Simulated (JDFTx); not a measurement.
Runs of JDFTx 1.7.0 (patched build) on ZrS2. The structure is trigonal, space group P-3m1 (No. 164). The conventional cell has a = 3.691 Å, b = 3.691 Å, c = 6.041 Å, α = 90.00°, β = 90.00°, γ = 120.00°. Zr (site symmetry -3m) has 6 S at 2.57 Å as nearest neighbours. S (site symmetry 3m) is surrounded by 3 Zr at 2.57 Å. The cell is a database's computed one.

```tsv
task	level	potentials or basis	U	k mesh	cutoff (eV)	smearing	max SCF steps	SCF threshold on the energy	solver of the electrons	further solve for the empty bands	localization measure	mesh quality	gap on the mesh (eV)	pressure (GPa)	largest force (eV/Å)
single point	LDA	PseudoDojo-SR-LDA-0.4.1-standard with smoothed tails	-	8 × 8 × 5	952	fermi-dirac 0.05 eV	100	1e-09 Ha	scf	yes	-	not flagged	0.93	(b)	(a)
single point	TPSS	SG15-PBE-1.2 with smoothed tails	-	4 × 4 × 2	1088	fermi-dirac 0.1 eV	100	1e-09 Ha	scf	yes	-	coarse	1.14	(c)	0.11
single point	r2SCAN	SG15-PBE-1.2 with smoothed tails	-	3 × 3 × 2	1088	fermi-dirac 0.05 eV	100	1e-09 Ha	scf	yes	-	coarse	1.59	0.5	0.11
single point	LDA+U	PseudoDojo-SR-PBEsol-0.4.1-standard with smoothed tails	Zr d U = 5 eV	6 × 6 × 4	898	fermi-dirac 0.025 eV	100	1e-09 Ha	scf	yes	-	not flagged	1.51	-0.7	0.02
single point	PBEsol	PseudoDojo-SR-PBEsol-0.4.1-standard with smoothed tails	-	8 × 8 × 5	898	gaussian 0.05 eV	100	1e-09 Ha	scf	yes	-	not flagged	0.98	-2.5	0.14
single point	PBEsol	PseudoDojo-SR-PBEsol-0.4.1-standard with smoothed tails	-	8 × 8 × 5	898	fermi-dirac 0.05 eV	100	1e-09 Ha	scf	yes	-	not flagged	0.98	-2.5	0.14
```

Alike in all rows: no spin polarisation; cell as given.

Question: Fill in the values left out.

Answer: (a) 0.29; (b) -4.5; (c) 1.2.

Caveats: some runs use coarse meshes; an odd mesh through Γ misses points on the zone boundary, where band edges often lie (some runs); the potentials were made for another functional, which shifts forces and pressure (some runs); this functional lacks dispersion, which binds the layers, so the pressure and a relaxed spacing across them are unreliable (some runs); meta-GGA forces are noisy on this grid (some runs); the empty levels aren't tightly converged (some runs).

A k mesh can miss the band edges, and the runs leave out spin-orbit coupling on Zr.

Not every run made on this cell is shown here.
